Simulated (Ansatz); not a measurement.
CdS: the change of energy less free atoms and pressure with volume scale

Periodic Kohn-Sham DFT of a crystal at fixed atoms, scaled to volume_scale times the given cell; pressure positive in compression, energy less spherical unpolarised free atoms, largest_vzz the field gradient of largest size among the nuclei. The results are calculated, by Ansatz 0.2.0.

The cell before it is scaled or strained (space group F-43m, No. 216):
```
CELL_PARAMETERS angstrom
0.00000 2.94300 2.94300
2.94300 0.00000 2.94300
2.94300 2.94300 0.00000
ATOMIC_POSITIONS crystal
Cd 0.00000 0.00000 0.00000
S 0.75000 0.75000 0.75000
```

Settings of every row: method all-electron LAPW; functional PBE; relativity scalar; k mesh 7x7x7; filling fermi-dirac; smearing width 0.02 eV; basis error target 0.5 meV/atom; nucleus gaussian.

Atom start moment: 0 on all atoms.

```csv
row,volume scale,V (Å³/atom),energy less free atoms (eV/atom),pressure (GPa)
1,0.94,23.961,-3.0425,5.37
2,0.96,24.47,-3.0571,3.821
3,0.98,24.98,-3.067,2.434
4,0.99,25.235,-3.0703,1.796
5,1,25.489,-3.0727,1.191
6,1.01,25.745,?,?
7,1.02,26,-3.0747,0.077
8,1.04,26.51,-3.0733,-0.922
9,1.06,27.019,-3.0689,-1.817
```

Question: what energy less free atoms and pressure should row 6 give?

Worked fit of energy less free atoms. Take u = (V_r/V)^(2/3) − 1 with V_r = 25.362 Å³ an atom, which is twice the finite (Eulerian) strain; such expansions in the strain, on which the Birch-Murnaghan equation of state is built, carry the rest volume and the bulk modulus. The shown rows have u = 0.03861, 0.02416, 0.01017, 0.00335, -0.00332, -0.01643, -0.02908, -0.04131. Least squares give energy less free atoms = −3.07164 + 0.3529 × u + 10.279 × u² + 3.2 × u³ eV/atom; a parabola predicts inner rows, each left out in turn, worse (root mean square 5.8e-05 against 3.6e-05 eV/atom). All shown rows lie on it to the printed digit. Its lowest point lies at u = -0.0173, or V = 26.03 Å³ an atom, and the curvature there gives the bulk modulus at fixed shape and fractions, B = (4/9)(1 + u)² E″(u)/V = 53.4 GPa. The withheld row has u = -0.00994, so the fit gives −3.07164 + 0.3529 × (-0.00994) + 10.279 × (-0.00994)² + 3.2 × (-0.00994)³ = -3.0741 eV/atom.

The calculation gave -3.0741 eV/atom. The fit meets it to the printed digit.

Worked fit of pressure. Take u = (V_r/V)^(2/3) − 1 with V_r = 25.362 Å³ an atom, which is twice the finite (Eulerian) strain; such expansions in the strain, on which the Birch-Murnaghan equation of state is built, carry the rest volume and the bulk modulus. The shown rows have u = 0.03861, 0.02416, 0.01017, 0.00335, -0.00332, -0.01643, -0.02908, -0.04131. Least squares give pressure = 1.4896 + 90.152 × u + 256.72 × u² + 291 × u³ GPa; a parabola predicts inner rows, each left out in turn, worse (root mean square 0.0047 against 0.0016 GPa). The rows lie off it by 0.000, -0.001, 0.001, 0.001, -0.002, 0.001, 0.000, 0.000. The pressure vanishes at u = -0.0174, or V = 26.04 Å³ an atom, and there the bulk modulus at fixed shape and fractions is B = −V dP/dV = (2/3)(1 + u) dP/du = 53.4 GPa. The withheld row has u = -0.00994, so the fit gives 1.4896 + 90.152 × (-0.00994) + 256.72 × (-0.00994)² + 291 × (-0.00994)³ = 0.619 GPa.

The calculation gave 0.619 GPa. The fit meets it to the printed digit.
